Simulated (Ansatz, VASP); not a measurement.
NaH: VASP beside Ansatz

```
Na H
1.0
     0.00000    2.44000    2.44000
     2.44000    0.00000    2.44000
     2.44000    2.44000    0.00000
Na H
1 1
Cartesian
  0.0000 0.0000 0.0000
  2.4400 2.4400 2.4400
```

Alike in both runs: task single point; functional PBEsol; k mesh 6 × 6 × 6; occupations gaussian, width 0.1 eV; no spin polarisation.

```csv
,VASP,Ansatz
version,VASP 6.6.1,Ansatz 0.2.0
potentials or method,"VASP PAW PBE potentials, release 64 (Na_pv, H)","scalar-relativistic, plane waves, PAW"
plane-wave cutoff (eV),520,420
valence electrons in the cell,8,10
```

```csv
,VASP,Ansatz,Ansatz less VASP
gap on the k mesh at the Fermi level (eV),3.57,3.57,+0.002
least direct gap on the mesh (eV),4.40,4.40,+0.003
pressure (GPa),-1.2,-1.2,+0.01
```

The two sets of potentials don't hold the same shells in valence.

Caveats: the PAW data sets were made with another functional, which shifts forces and pressure a little (VASP). Expect the measured gap to be larger: semilocal functionals such as PBEsol lack the derivative discontinuity. A k mesh can miss the band edges.
